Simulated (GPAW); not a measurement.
The system is MnO.

```
Mn O
1.0
     0.00000    2.22200    2.22200
     2.22200    0.00000    2.22200
     2.22200    2.22200    0.00000
Mn O
1 1
Direct
  0.00000 0.00000 0.00000
  0.50000 0.50000 0.50000
```

Base run:

| Property | Result |
| --- | --- |
| Program | GPAW 26.7.0 |
| Functional | r2SCAN |
| Potentials or basis | GPAW PAW data sets (gpaw-data 1.2.1) |
| Cutoff | 800 eV |
| Basis | pw |
| k mesh | 7 × 7 × 7 |
| Occupations | fermi-dirac, width 0.05 eV |
| Spin | collinear spin, ferromagnetic start |
| Starting moments | [4.0, 0.0] μB |
| Hubbard terms | Mn d U = 6 eV |

Its results: band gap on the k mesh 1.40 eV, indirect (least direct gap 3.29 eV); pressure 8.1 GPa; net moment 5.00 μB per cell; site moments Mn +4.61; O +0.11 μB.

Question: The run is repeated on the same cell with these changes: hubbard terms from Mn d U = 6 eV to Mn d U = 5 eV. What comes out?

Answer: Band gap on the k mesh 1.20 eV, indirect (least direct gap 3.27 eV); pressure 7.5 GPa; net moment 5.00 μB per cell; site moments Mn +4.59; O +0.13 μB.

Caveats: the PAW data sets were made with another functional, which shifts forces and pressure a little; an odd mesh through Γ misses points on the zone boundary, where band edges often lie; a cell with one magnetic atom can't hold antiferromagnetic order, which such compounds often take.
